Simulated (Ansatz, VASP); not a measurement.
## One calculation of Pt, two programs

Contents of INCAR:

```
  ALGO = Normal
  EDIFF = 1E-6
  ENCUT = 520
  GGA = PE
  ISIF = 2
  ISMEAR = 0
  LASPH = T
  LCHARG = F
  LREAL = F
  LWAVE = F
  NBANDS = 17
  NELM = 100
  PREC = Accurate
  SIGMA = 0.15
```

The input KPOINTS:

```
k-points
0
Gamma
  18 18 10
```

The input POSCAR:

```
Pt
1.0
    2.7585396153      0.0000000000      0.0000000000
   -1.3792698077      2.3889653842      0.0000000000
    0.0000000000      0.0000000000      4.7813829964
Pt
2
Direct
    0.5967021104      0.3333333333      0.7500000000
    0.4032978896      0.6666666667      0.2500000000
```

Input for Ansatz:

```yaml
crystal:
  lattice:
    - [2.7585396153, 0.0, 0.0]
    - [-1.3792698077, 2.3889653842, 0.0]
    - [0.0, 0.0, 4.7813829964]
  atoms:
    - { symbol: Pt, position: [0.5967021104, 0.3333333333, 0.75] }
    - { symbol: Pt, position: [0.4032978896, 0.6666666667, 0.25] }
basis:
  ecutwfc: 420
kpoints:
  mp_grid: { grid: [18, 18, 10] }
hamiltonian:
  xc: pbe
scf:
  occupations: { method: gaussian, width: 0.15 }
output:
  forces: true
  stress: true
  eigenvalues: true
```

Change from the starting cell: mode 1 frozen in at -0.193 Å and mode 2 at +0.000 Å (largest displacements).

Alike in both runs: task single point; functional PBE; k mesh 18 × 18 × 10; occupations gaussian, width 0.15 eV; no spin polarisation.

|  | VASP | Ansatz |
| --- | --- | --- |
| version | VASP 6.6.1 | Ansatz 0.2.0 |
| potentials or method | VASP PAW PBE potentials, release 64 (Pt) | scalar-relativistic, plane waves, PAW |
| plane-wave cutoff (eV) | 520 | 420 |
| valence electrons in the cell | 20 | 36 |

```tsv
	VASP	Ansatz	Ansatz less VASP
gap on the k mesh at the Fermi level (eV)	none	none	-
pressure (GPa)	0.8	1.4	+0.53
largest component of the traceless stress (GPa)	2.19	2.28	+0.090
rms of the force components (eV/Å)	0.178	0.181	+0.0027
```

Atom by atom the forces differ by 0.003 eV/Å (rms over components). A gap of «none» marks a metal or a gap that the smearing closes. The two sets of potentials don't hold the same shells in valence.

Spin-orbit coupling is left out, which matters for the levels of Pt.
